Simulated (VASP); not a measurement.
Crystal: ZnSiP2.

```xyz
8
Lattice="-2.6867 2.6867 5.2300 2.6867 -2.6867 5.2300 2.6867 2.6867 -5.2300" Properties=species:S:1:pos:R:3 pbc="T T T"
Zn    0.0000    2.6867    2.6150
Zn    0.0000    0.0000    0.0000
P     1.3434   -1.2504    3.9225
P     1.3434    3.9371   -1.3075
P     1.2504    1.3434    6.5375
P     1.4363    1.3434    1.3075
Si    2.6867    0.0000    2.6150
Si    0.0000    0.0000    5.2300
```

The cell is a database's computed one.

Base run:

```yaml
Program: VASP 6.6.1
Functional: revPBE
Potentials_or_basis: VASP PAW PBE potentials, release 64 (Zn, P, Si)
Cutoff: 520 eV
k_mesh: 5 × 5 × 5
Occupations: fermi-dirac, width 0.05 eV
Spin: no spin polarisation
```

Its results: band gap on the k mesh 1.36 eV, direct.

Question: The run is repeated on the same cell with these changes: functional from revPBE to PBEsol. What comes out?

Answer: Band gap on the k mesh 1.19 eV, direct.

Not every run made on this cell is shown here.
